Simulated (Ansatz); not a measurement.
# The honeycomb BAs bilayer (AB) under a gate, part 3 of 4

Aim: charge, voltage and capacitance of the honeycomb BAs bilayer (AB) in a field-effect set-up.

Ansatz 0.2.0; plane-wave DFT, PBE-D3(BJ), Ansatz PAW.

So far. Step 7 (Gated layer, added electrons 10×10¹³ per cm²): Against the uncharged case this takes +7.25 V.

**8. Gated layer, added electrons -1×10¹³ per cm²**

Input file input.yaml:

```yaml
crystal:
  lattice:
    - [3.3712284361, 0.0, 0.0]
    - [-1.685614218, 2.9195694676, 0.0]
    - [0.0, 0.0, 36.6659100833]
  atoms:
    - { symbol: As, position: [0.6666666667, 0.3333333333, 0.4513761358] }
    - { symbol: B, position: [0.3333333333, 0.6666666667, 0.4500092855] }
    - { symbol: As, position: [0.0, 0.0, 0.5499907145] }
    - { symbol: B, position: [0.6666666667, 0.3333333333, 0.5486751244] }
  periodic: [true, true, false]
  symmetry: { detect: true }
total_charge: 0.009843
kpoints:
  mp_grid: { grid: [84, 84, 1] }
  band_path:
    path: [[0, 0, 0], [0.5, 0, 0], [0.33333333, 0.33333333, 0], [0, 0, 0]]
    npoints: 16
hamiltonian:
  xc: pbe
  dispersion: d3bj
scf:
  occupations: { method: fermi_dirac, width: 0.02585 }
  convergence: { dr2_threshold: 1.0e-10 }
output:
  forces: true
  eigenvalues: true
  write_potential: true
  write_density: true
  volumetric_format: npy
external_charges:
  - { charge: 0, barrier: 10, axis: 3, height: 23.666, sigma: 0.25 }
  - { charge: -0.009843, axis: 3, height: 25.166, sigma: 0.5 }
```

On the command line:

```sh
$ ansatz run input.yaml --threads 4 --pin off --max-ram 16384MiB --backend cpu --events-out ev --progress --plain --runs-dir out
```

Numbers of over 12 decimals in the logs are rounded to 6 here.

Log:

```text
[...]
Crystal: 4 atoms, lattice volume = 360.886 Å³
Basis set: ecut = 420 eV, 7131 PW (Γ), exchange–correlation on 48×48×500 points (8 copies of the dense FFT grid, shifted against one another)
Bands: 22, of which v1, the nominal top of the filled ones, is band 18 counted from 1 (17 counted from 0)
Symmetry: 6 space group operations
[...]
k-points: 631 of 7056 (time reversal used)
[...]
--- Band table (eV; the first three rows and the last of 631) ---
  k-point 0: bands = [... 14 lower, -6.8324, -6.8324, -6.6895, -6.6895, -1.5239, -1.3625, -1.2202, -0.4720]
  k-point 1: bands = [... 14 lower, -6.8471, -6.8372, -6.7038, -6.6940, -1.5174, -1.3583, -1.2148, -0.4694]
  k-point 2: bands = [... 14 lower, -6.8907, -6.8514, -6.7465, -6.7077, -1.4991, -1.3463, -1.1993, -0.4608]
  k-point 630: bands = [... 14 lower, -11.3466, -11.2020, -5.6822, -5.2349, -4.6008, -4.0610, 0.9016, 1.3442]
[key lines of the parts left out:]
SCF converged after 12 iterations
Free energy (F): -10023.348076 eV
Fermi energy:    -5.209228 eV
```

Elapsed: 3.4 min, on 4 threads of Arm Neoverse V1, shared host; peak memory 3.6 GiB.

The electronic bands at the labelled points (eV, zero at the Fermi level):

```tsv
point	band 15	band 16	band 17	band 18	band 19	band 20	band 21	band 22
Γ	-1.62	-1.62	-1.48	-1.48	3.69	3.85	3.99	4.74
halfway	-3.70	-2.88	-2.71	-2.32	3.05	3.34	4.30	4.91
M	-3.72	-3.54	-1.53	-0.86	1.37	1.63	2.37	2.69
halfway	-5.03	-4.84	-1.20	-0.55	1.30	1.44	4.30	4.62
K	-6.14	-5.99	-0.47	-0.03	0.61	1.15	6.11	6.55
halfway	-3.78	-3.62	-3.37	-2.02	3.73	4.37	4.61	4.78
Γ	-1.62	-1.62	-1.48	-1.48	3.69	3.85	3.99	4.74
```

The electronic bands as a text plot (rows in eV, shown from -8.0 to 2.7 only):

```
    2.5 |             +++++++++                + ++
    2.0 |               + ++                 ++ +
    1.6 |                ++++++++++++       +  +
    1.1 |                         ++++++++++ ++
    0.7 |                              ++++++
    0.2 |
   -0.2 |                            **********
   -0.7 |                   ********* ******   *
   -1.1 |               ****      ****      *   *
   -1.5 |****         **    ******           **  ***         ****
   -2.0 |  *****    **    **                   *    **    *****
   -2.4 |   *  *****    **                      *     *******
   -2.9 |    ***********                         ***   ******
   -3.3 |****  *    **********                      ***   ** ****
   -3.8 |       ****     ********                   ******
   -4.2 |    ****               **               ***   *****
   -4.7 |****    **               **            ***   *     *****
   -5.1 |          *               **          **     *
   -5.6 |           *                **     ***     **
   -6.0 |           **                *******      *
   -6.4 |            ***                         **
   -6.9 |             **                        *
   -7.3 |               **                     *
   -7.8 |                ***        ***********
         Γ                   M           K                      Γ
```

Against the uncharged case this takes -0.97 V.

**9. Gated layer, added electrons -3×10¹³ per cm²**

input.yaml, as its differences from that of step 8:

```diff
@@ -12,3 +12,3 @@
   symmetry: { detect: true }
-total_charge: 0.009843
+total_charge: 0.029528
 kpoints:
@@ -32,2 +32,2 @@
   - { charge: 0, barrier: 10, axis: 3, height: 23.666, sigma: 0.25 }
-  - { charge: -0.009843, axis: 3, height: 25.166, sigma: 0.5 }
+  - { charge: -0.029528, axis: 3, height: 25.166, sigma: 0.5 }
```

Log:

```text
[...]
Crystal: 4 atoms, lattice volume = 360.886 Å³
Basis set: ecut = 420 eV, 7131 PW (Γ), exchange–correlation on 48×48×500 points (8 copies of the dense FFT grid, shifted against one another)
Bands: 22, of which v1, the nominal top of the filled ones, is band 18 counted from 1 (17 counted from 0)
Symmetry: 6 space group operations
[...]
k-points: 631 of 7056 (time reversal used)
[...]
--- Band table (eV; the first three rows and the last of 631) ---
  k-point 0: bands = [... 14 lower, -7.5087, -7.5087, -7.3393, -7.3393, -2.1938, -2.0028, -1.8799, -1.1473]
  k-point 1: bands = [... 14 lower, -7.5234, -7.5135, -7.3537, -7.3439, -2.1872, -1.9988, -1.8744, -1.1447]
  k-point 2: bands = [... 14 lower, -7.5669, -7.5276, -7.3963, -7.3575, -2.1687, -1.9872, -1.8586, -1.1360]
  k-point 630: bands = [... 14 lower, -12.0236, -11.8481, -6.3493, -5.8674, -5.2762, -4.6980, 0.2501, 0.7526]
[key lines of the parts left out:]
SCF converged after 12 iterations
Free energy (F): -10023.226896 eV
Fermi energy:    -5.899417 eV
```

It took 3.3 min on 4 threads; peak memory 3.6 GiB; 13 min of CPU time.

Against the uncharged case this takes -2.34 V.

**10. Gated layer, added electrons -6×10¹³ per cm²**

input.yaml, as its differences from that of step 9:

```diff
@@ -12,3 +12,3 @@
   symmetry: { detect: true }
-total_charge: 0.029528
+total_charge: 0.059055
 kpoints:
@@ -27,2 +27,3 @@
   eigenvalues: true
+  dos: { projected: true, e_range: [-3, 3], de: 0.01 }
   write_potential: true
@@ -30,4 +31,5 @@
   volumetric_format: npy
+  elf: true
 external_charges:
   - { charge: 0, barrier: 10, axis: 3, height: 23.666, sigma: 0.25 }
-  - { charge: -0.029528, axis: 3, height: 25.166, sigma: 0.5 }
+  - { charge: -0.059055, axis: 3, height: 25.166, sigma: 0.5 }
```

Log:

```text
[...]
Crystal: 4 atoms, lattice volume = 360.886 Å³
Basis set: ecut = 420 eV, 7131 PW (Γ), exchange–correlation on 48×48×500 points (8 copies of the dense FFT grid, shifted against one another)
Bands: 22, of which v1, the nominal top of the filled ones, is band 18 counted from 1 (17 counted from 0)
Symmetry: 6 space group operations
[...]
k-points: 631 of 7056 (time reversal used)
[...]
--- Band table (eV; the first three rows and the last of 631) ---
  k-point 0: bands = [... 14 lower, -8.5395, -8.5395, -8.3187, -8.3187, -3.2161, -2.9881, -2.8772, -2.1766]
  k-point 1: bands = [... 14 lower, -8.5541, -8.5442, -8.3331, -8.3233, -3.2095, -2.9845, -2.8712, -2.1739]
  k-point 2: bands = [... 14 lower, -8.5975, -8.5583, -8.3758, -8.3370, -3.1908, -2.9743, -2.8542, -2.1651]
  k-point 630: bands = [... 14 lower, -13.0550, -12.8219, -7.3638, -6.8204, -6.3050, -5.6604, -0.7411, -0.2658]
[key lines of the parts left out:]
SCF converged after 12 iterations
Free energy (F): -10022.998263 eV
Fermi energy:    -6.939641 eV
```

The job ended after 3.3 min (4 threads; peak memory 3.6 GiB; 13 min of CPU time).

Against the uncharged case this takes -4.41 V.

**11. Gated layer, added electrons -10×10¹³ per cm²**

input.yaml, as its differences from that of step 10:

```diff
@@ -12,3 +12,3 @@
   symmetry: { detect: true }
-total_charge: 0.059055
+total_charge: 0.098425
 kpoints:
@@ -34,2 +34,2 @@
   - { charge: 0, barrier: 10, axis: 3, height: 23.666, sigma: 0.25 }
-  - { charge: -0.059055, axis: 3, height: 25.166, sigma: 0.5 }
+  - { charge: -0.098425, axis: 3, height: 25.166, sigma: 0.5 }
```

Log:

```text
[...]
Crystal: 4 atoms, lattice volume = 360.886 Å³
Basis set: ecut = 420 eV, 7131 PW (Γ), exchange–correlation on 48×48×500 points (8 copies of the dense FFT grid, shifted against one another)
Bands: 22, of which v1, the nominal top of the filled ones, is band 18 counted from 1 (17 counted from 0)
Symmetry: 6 space group operations
[...]
k-points: 631 of 7056 (time reversal used)
[...]
--- Band table (eV; the first three rows and the last of 631) ---
  k-point 0: bands = [... 14 lower, -9.9359, -9.9359, -9.6379, -9.6379, -4.6035, -4.3453, -4.2098, -3.5713]
  k-point 1: bands = [... 14 lower, -9.9505, -9.9406, -9.6523, -9.6425, -4.5969, -4.3423, -4.2032, -3.5686]
  k-point 2: bands = [... 14 lower, -9.9939, -9.9547, -9.6950, -9.6562, -4.5782, -4.3336, -4.1846, -3.5596]
  k-point 630: bands = [... 14 lower, -14.4515, -14.1336, -8.7374, -8.1031, -7.6982, -6.9575, -2.0861, -1.6584]
[key lines of the parts left out:]
SCF converged after 12 iterations
Free energy (F): -10022.604433 eV
Fermi energy:    -8.348624 eV
```

Run time: 3.9 min. Hardware: 4 threads; peak memory 3.6 GiB.

Against the uncharged case this takes -7.22 V.

**12. The series together**

This step: plane-wave DFT, PBE-D3(BJ), Ansatz PAW; charging by gates (Ansatz 0.2.0).

The potential behind each gate is read from every run and counted from the uncharged case.

Voltage on the gate against the layer's Fermi level, from the uncharged case. Gate voltage against added electrons:

```tsv
added electrons (10¹³ per cm²)	gate voltage (V)
-10.00	-7.22
-6.00	-4.41
-3.00	-2.34
-1.00	-0.975
0.00	0
1.00	1.07
3.00	2.56
6.00	4.63
10.00	7.25
```

Charge step over voltage step between neighbouring densities. Total capacitance against added electrons:

```tsv
added electrons (10¹³ per cm²)	total capacitance (µF/cm²)
-8.00	2.28
-4.50	2.32
-2.00	2.35
-0.50	1.64
0.50	1.50
2.00	2.16
4.50	2.31
8.00	2.45
```

Work function of the face away from the gate. Work function of the far face against added electrons:

```tsv
added electrons (1e13 /cm²)	work function of the far face (eV)
-10.00	4.88
-6.00	4.87
-3.00	4.86
-1.00	4.84
0.00	4.54
1.00	4.22
3.00	4.18
6.00	4.16
10.00	4.14
```

By hand: 10¹³ electrons per cm² are 0.001 e/Å², which by Gauss's law end a field of 0.181 V/Å. At 10×10¹³ holes per cm² the field towards a gate is 1.810 V/Å, which over the 5 Å from the outer atoms would drop 9.05 V; the run needs 7.22 V.

**13. Varying the input**

This step: plane-wave DFT, PBE-D3(BJ), Ansatz PAW (Ansatz 0.2.0).

A run with a changed input: it repeats the earlier run at 1 × 10¹³ added electrons per cm² with kpoints.mp_grid.grid from [84, 84, 1] to [12, 12, 1].

input.yaml, the sections that differ from step 11:

```yaml
total_charge: -0.009843
kpoints:
  mp_grid: { grid: [12, 12, 1] }
  band_path:
    path: [[0, 0, 0], [0.5, 0, 0], [0.33333333, 0.33333333, 0], [0, 0, 0]]
    npoints: 16
output:
  forces: true
  eigenvalues: true
  write_potential: true
  write_density: true
  volumetric_format: npy
external_charges:
  - { charge: 0, barrier: 10, axis: 3, height: 23.666, sigma: 0.25 }
  - { charge: 0.009843, axis: 3, height: 25.166, sigma: 0.5 }
# crystal, hamiltonian, scf: as in step 11
```

Log:

```text
[...]
Crystal: 4 atoms, lattice volume = 360.886 Å³
Basis set: ecut = 420 eV, 7131 PW (Γ), exchange–correlation on 48×48×500 points (8 copies of the dense FFT grid, shifted against one another)
Bands: 23, of which v1, the nominal top of the filled ones, is band 18 counted from 1 (17 counted from 0)
Symmetry: 6 space group operations
[...]
k-points: 19 of 144 (time reversal used)
[...]
SCF iter   1: F=—  HF=-10024.747913 eV  |F-HF|=—  |Δ(HF+E_count)|=         —  Δρ=3.05e-2  dr2=4.56e0  ethr=3.10e-3  ⟨swp⟩=14.6  Hψ=3389  notcnv=0
[...]
SCF iter  13: F=-10023.438365 eV  HF=-10023.438365 eV  |F-HF|=1.67e-10  |Δ(HF+E_count)|=   2.17e-9  Δρ=2.63e-8  dr2=3.82e-12  ethr=1.00e-12  ⟨swp⟩=9.2  Hψ=2777  notcnv=0
SCF 1 converged in 13 iterations: F = -10023.438365 eV  dr2 = 3.82e-12
[...]
SCF converged after 13 iterations
[...]
Free energy (F): -10023.438365 eV
[...]
Internal energy: -10023.437898 eV  (E = F + TS)
E sigma→0 (E₀):  -10023.438132 eV
Entropy (-TS):   -0.000467 eV (-0.117 meV/atom)
Fermi energy:    -3.906560 eV
[...]
--- Forces (eV/Å), atoms and charges each counted from 1 ---
  atom   1  As    -0.00000000     0.00000000    -0.00271646
  atom   2  B     -0.00000000    -0.00000000     0.00608001
  atom   3  As    -0.00000000     0.00000000    -0.00981474
  atom   4  B      0.00000000    -0.00000000    -0.00487744
  external charge   1     0.00000000     0.00000000     0.01221791
  external charge   2     0.00000000     0.00000000    -0.00089001
  max |Σ_I F_I| component, the external charges' with the atoms': 7.30e-7 eV/Å
--- Band table (eV; the first three rows and the last of 19) ---
  k-point 0: bands = [... 14 lower, -6.1298, -6.1298, -6.0739, -6.0739, -0.8381, -0.7498, -0.5557, 0.2073, ... 1 higher]
  k-point 1: bands = [... 14 lower, -6.7783, -6.6967, -6.3512, -6.2778, -0.6939, -0.6221, -0.4487, 0.2884, ... 1 higher]
  k-point 2: bands = [... 14 lower, -8.0619, -7.3963, -6.8548, -6.7595, -0.9978, -0.7839, -0.2433, 0.5708, ... 1 higher]
  k-point 18: bands = [... 14 lower, -10.6339, -10.6003, -5.0044, -4.6451, -3.8910, -3.4457, 1.5477, 1.8952, ... 1 higher]
```

The job ended after 12 s (4 threads; peak memory 0.62 GiB; 47 s of CPU time).

```tsv
quantity	this run	earlier run	difference
potential beyond the upper barrier and gate, less the barrier, from the Fermi level (eV)	3.560	3.529	0.030
```

It moves by +0.0303 eV.

The change shows in the results, which are not taken further.

**14. A changed input**

Another changed input: it repeats the earlier run at 1 × 10¹³ added electrons per cm² with kpoints.mp_grid.grid from [84, 84, 1] to [18, 18, 1].

input.yaml, as its differences from that of step 13:

```diff
@@ -14,3 +14,3 @@
 kpoints:
-  mp_grid: { grid: [12, 12, 1] }
+  mp_grid: { grid: [18, 18, 1] }
   band_path:
```

Log:

```text
[...]
Crystal: 4 atoms, lattice volume = 360.886 Å³
Basis set: ecut = 420 eV, 7131 PW (Γ), exchange–correlation on 48×48×500 points (8 copies of the dense FFT grid, shifted against one another)
Bands: 23, of which v1, the nominal top of the filled ones, is band 18 counted from 1 (17 counted from 0)
Symmetry: 6 space group operations
[...]
k-points: 37 of 324 (time reversal used)
[...]
SCF iter   1: F=—  HF=-10024.748457 eV  |F-HF|=—  |Δ(HF+E_count)|=         —  Δρ=3.05e-2  dr2=4.54e0  ethr=3.10e-3  ⟨swp⟩=14.7  Hψ=6702  notcnv=0
[...]
SCF iter  12: F=-10023.438187 eV  HF=-10023.438187 eV  |F-HF|=1.03e-9  |Δ(HF+E_count)|=   2.90e-9  Δρ=8.29e-8  dr2=1.85e-11  ethr=1.00e-12  ⟨swp⟩=22.2  Hψ=8090  notcnv=0
SCF 1 converged in 12 iterations: F = -10023.438187 eV  dr2 = 1.85e-11
[...]
SCF converged after 12 iterations
Free energy (F): -10023.438187 eV
[...]
Internal energy: -10023.437884 eV  (E = F + TS)
E sigma→0 (E₀):  -10023.438035 eV
Entropy (-TS):   -0.000303 eV (-0.076 meV/atom)
Fermi energy:    -3.864724 eV
[...]
--- Forces (eV/Å), atoms and charges each counted from 1 ---
  atom   1  As     0.00000000     0.00000000    -0.00268258
  atom   2  B      0.00000000    -0.00000000     0.00635461
  atom   3  As     0.00000000     0.00000000    -0.01003404
  atom   4  B      0.00000000    -0.00000000    -0.00496760
  external charge   1     0.00000000     0.00000000     0.01221910
  external charge   2     0.00000000     0.00000000    -0.00089001
  max |Σ_I F_I| component, the external charges' with the atoms': 5.11e-7 eV/Å
--- Band table (eV; the first three rows and the last of 37) ---
  k-point 0: bands = [... 14 lower, -6.1296, -6.1296, -6.0742, -6.0742, -0.8379, -0.7500, -0.5554, 0.2073, ... 1 higher]
  k-point 1: bands = [... 14 lower, -6.4365, -6.3675, -6.2327, -6.1681, -0.7364, -0.6727, -0.4749, 0.2378, ... 1 higher]
  k-point 2: bands = [... 14 lower, -7.1991, -7.1063, -6.5010, -6.4197, -0.7356, -0.5961, -0.4435, 0.3675, ... 1 higher]
  k-point 36: bands = [... 14 lower, -10.6332, -10.6011, -5.0041, -4.6456, -3.8905, -3.4460, 1.5477, 1.8947, ... 1 higher]
```

It took 16 s on 4 threads; peak memory 0.71 GiB.

```tsv
quantity	this run	earlier run	difference
potential beyond the upper barrier and gate, less the barrier, from the Fermi level (eV)	3.517	3.529	-0.012
```

It moves by -0.0122 eV.

The change shows in the results, which are not taken further.

**15. The same run with other settings**

Another changed input: it repeats the earlier run at 1 × 10¹³ added electrons per cm² with kpoints.mp_grid.grid from [84, 84, 1] to [30, 30, 1].

input.yaml, as its differences from that of step 14:

```diff
@@ -14,3 +14,3 @@
 kpoints:
-  mp_grid: { grid: [18, 18, 1] }
+  mp_grid: { grid: [30, 30, 1] }
   band_path:
```

Log:

```text
[...]
Crystal: 4 atoms, lattice volume = 360.886 Å³
Basis set: ecut = 420 eV, 7131 PW (Γ), exchange–correlation on 48×48×500 points (8 copies of the dense FFT grid, shifted against one another)
Bands: 23, of which v1, the nominal top of the filled ones, is band 18 counted from 1 (17 counted from 0)
Symmetry: 6 space group operations
[...]
k-points: 91 of 900 (time reversal used)
[...]
SCF iter   1: F=—  HF=-10024.747827 eV  |F-HF|=—  |Δ(HF+E_count)|=         —  Δρ=3.05e-2  dr2=4.55e0  ethr=3.10e-3  ⟨swp⟩=14.7  Hψ=16493  notcnv=0
[...]
SCF iter  13: F=-10023.438127 eV  HF=-10023.438127 eV  |F-HF|=2.18e-10  |Δ(HF+E_count)|=   2.40e-9  Δρ=4.27e-8  dr2=5.89e-12  ethr=1.00e-12  ⟨swp⟩=10.7  Hψ=13044  notcnv=0
SCF 1 converged in 13 iterations: F = -10023.438127 eV  dr2 = 5.89e-12
[...]
SCF converged after 13 iterations
Free energy (F): -10023.438127 eV
[...]
Internal energy: -10023.437640 eV  (E = F + TS)
E sigma→0 (E₀):  -10023.437884 eV
Entropy (-TS):   -0.000487 eV (-0.122 meV/atom)
Fermi energy:    -3.873272 eV
[...]
--- Forces (eV/Å), atoms and charges each counted from 1 ---
  atom   1  As     0.00000000     0.00000000    -0.00210175
  atom   2  B      0.00000000    -0.00000000     0.00561000
  atom   3  As     0.00000000     0.00000000    -0.00996143
  atom   4  B     -0.00000000    -0.00000000    -0.00487184
  external charge   1     0.00000000     0.00000000     0.01221552
  external charge   2     0.00000000     0.00000000    -0.00089001
  max |Σ_I F_I| component, the external charges' with the atoms': 4.87e-7 eV/Å
--- Band table (eV; the first three rows and the last of 91) ---
  k-point 0: bands = [... 14 lower, -6.1312, -6.1312, -6.0726, -6.0726, -0.8394, -0.7489, -0.5567, 0.2075, ... 1 higher]
  k-point 1: bands = [... 14 lower, -6.2457, -6.1818, -6.1691, -6.1071, -0.7932, -0.7171, -0.5198, 0.2176, ... 1 higher]
  k-point 2: bands = [... 14 lower, -6.5627, -6.4864, -6.2769, -6.2064, -0.7151, -0.6488, -0.4596, 0.2549, ... 1 higher]
  k-point 90: bands = [... 14 lower, -10.6367, -10.5976, -5.0054, -4.6427, -3.8939, -3.4443, 1.5477, 1.8972, ... 1 higher]
```

The job ended after 37 s (4 threads; peak memory 0.97 GiB).

```tsv
quantity	this run	earlier run	difference
potential beyond the upper barrier and gate, less the barrier, from the Fermi level (eV)	3.529	3.529	-2.0e-4
```

Nothing in the table moves by 0.01 in its unit.

The change did no harm here.

[end of part 3 of 4]

[Logs are printed without paths, hosts, clocks, repeated set-up lines and the standing remarks that a program may print on its own settings, such as how far it seeks lower states.]

[Hosts, paths, dates, database ids (printed as entryN), source tags and the programs' standing remarks are cut or masked in the printed files.]

[Maps of the electrostatic potential energy from Ansatz leave out the sawtooth potential of an applied field or a dipole correction, so their vacuum need not be flat; planar profiles and work functions include it.]
